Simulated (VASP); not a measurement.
**Cu2O in VASP: how settings move the PBE single point**

The PBE single point of Cu2O built on the database structure prototype, under +1.0 % equal strain in all directions is repeated with altered inputs. Which of them can be trusted?

Program: VASP 6.6.1. PAW datasets, plane waves. Spin-unpolarised (in the reference); all numbers are computed.

## (1) Starting point

The cell comes from an earlier relaxation with r2SCAN in another program. Some of the altered inputs switch spin polarisation on.

Space group Pn-3m (No. 224), cubic; conventional cell a = 4.289 Å, 13.15 Å³ an atom. Near Cu stand 2 O at 1.86 Å; near O stand 4 Cu at 1.86 Å.

As a file:

```cif
data_structure
_symmetry_space_group_name_H-M 'P 1'
_symmetry_Int_Tables_number 1
_cell_length_a 4.2885
_cell_length_b 4.2885
_cell_length_c 4.2885
_cell_angle_alpha 90.000
_cell_angle_beta 90.000
_cell_angle_gamma 90.000
_cell_volume 78.87
loop_
_atom_site_label
_atom_site_type_symbol
_atom_site_fract_x
_atom_site_fract_y
_atom_site_fract_z
_atom_site_occupancy
Cu1 Cu 0.25000 0.25000 0.75000 1
Cu2 Cu 0.75000 0.25000 0.25000 1
Cu3 Cu 0.25000 0.75000 0.25000 1
Cu4 Cu 0.75000 0.75000 0.75000 1
O1 O 0.50000 0.50000 0.50000 1
O2 O 0.00000 0.00000 0.00000 1
```

## (2) Reference

The input, INCAR:

```
ENCUT = 520.000000
SIGMA = 0.020000
EDIFF = 1.00e-07
GGA = PE
PREC = Accurate
IBRION = -1
ISIF = 2
ISMEAR = -1
NBANDS = 37
NELM = 120
NSW = 0
LASPH = .TRUE.
LCHARG = .FALSE.
LWAVE = .FALSE.
LREAL = .FALSE.
```

The input, KPOINTS:

```
KPOINTS created by Atomic Simulation Environment
0
Gamma
6 6 6
0 0 0
```

The input, POSCAR:

```
Cu O
 1.0000000000000000
     4.2885411011999999    0.0000000000000000    0.0000000000000000
     0.0000000000000000    4.2885411011999999    0.0000000000000000
     0.0000000000000000    0.0000000000000000    4.2885411011999999
 Cu  O
   4   2
Cartesian
  1.0721352753000000  1.0721352753000000  3.2164058259000003
  3.2164058259000003  1.0721352753000000  1.0721352753000000
  1.0721352753000000  3.2164058259000003  1.0721352753000000
  3.2164058259000003  3.2164058259000003  3.2164058259000003
  2.1442705505999999  2.1442705505999999  2.1442705505999999
  0.0000000000000000  0.0000000000000000  0.0000000000000000
```

A file KPOINTS_OPT adds named points for the levels; it doesn't enter the self-consistent loop.

Potentials: the recommended PBE PAW datasets, 56 valence electrons.

On the command line:

```bash
$ mpirun -np 1 vasp_std
```

## (3) Variant 1

INCAR: that of step 2 with these lines changed.

```diff
@@ -9,3 +9,2 @@
 NBANDS = 37
-NELM = 120
 NSW = 0
@@ -14,2 +13,10 @@
 LWAVE = .FALSE.
-LREAL = .FALSE.
+ISYM = 3
+LDAU = .TRUE.
+LDAUTYPE = 2
+LDAUL = 2 -1
+LDAUU = 6.0 0
+LDAUJ = 0 0
+LMAXMIX = 4
+LREAL = .TRUE.
+NELM = 56
```

KPOINTS is that of step 2.

POSCAR is that of step 2.

## (4) Variant 2

INCAR: that of step 2 with these lines changed.

```diff
@@ -15 +15,3 @@
 LREAL = .FALSE.
+ISPIN = 2
+MAGMOM = 1 -1 1 1 1 1
```

The input, KPOINTS:

```
KPOINTS created by Atomic Simulation Environment
0
Monkhorst-Pack
6 6 6
0 0 0
```

POSCAR is that of step 2.

## (5) Variant 3

INCAR: that of step 2 with these lines changed.

```diff
@@ -9,3 +9,2 @@
 NBANDS = 37
-NELM = 120
 NSW = 0
@@ -14,2 +13,10 @@
 LWAVE = .FALSE.
-LREAL = .FALSE.
+LDAU = .TRUE.
+LDAUTYPE = 2
+LDAUL = 2 -1
+LDAUU = 6.0 0
+LDAUJ = 0 0
+LMAXMIX = 4
+LREAL = .TRUE.
+IVDW = 21
+NELM = 85
```

KPOINTS is that of step 2.

POSCAR is that of step 2.

Before running it: what results should come out? Wanted: for each run, changed; ending; energy change; pressure; electronic steps; usable.

As calculated:

| run | changed | ending | energy change (meV/atom) | pressure (GPa) | gap on the mesh (eV; negative: overlap) | electronic steps | time | usable |
| --- | --- | --- | --- | --- | --- | --- | --- | --- |
| ref. | – | converged | 0 | 1.5 | 0.49 | 16 | 53 s | yes |
| 1 | ISYM = 3, LDAU = .TRUE., LDAUTYPE = 2, LDAUL = 2 -1, LDAUU = 6.0 0, LDAUJ = 0 0, LMAXMIX = 4, LREAL = .TRUE., NELM = 56 | crashed | – | – | – | 5 | 16 s | no |
| 2 | ISPIN = 2, MAGMOM = 1 -1 1 1 1 1, shifted mesh | converged | -0.4 | 1.5 | – | 17 | 2.2 min | yes |
| 3 | LDAU = .TRUE., LDAUTYPE = 2, LDAUL = 2 -1, LDAUU = 6.0 0, LDAUJ = 0 0, LMAXMIX = 4, LREAL = .TRUE., IVDW = 21, NELM = 85 | converged | – | -2.7 | 0.76 | 15 | 3 min | no |

**Reading.** Of 3 altered inputs, 1 gave no result, 1 ended normally on a faulty or unsound input, 1 gave usable results. «ISPIN = 2, MAGMOM = 1 -1 1 1 1 1, shifted mesh» moves the energy by -0.4 meV/atom.
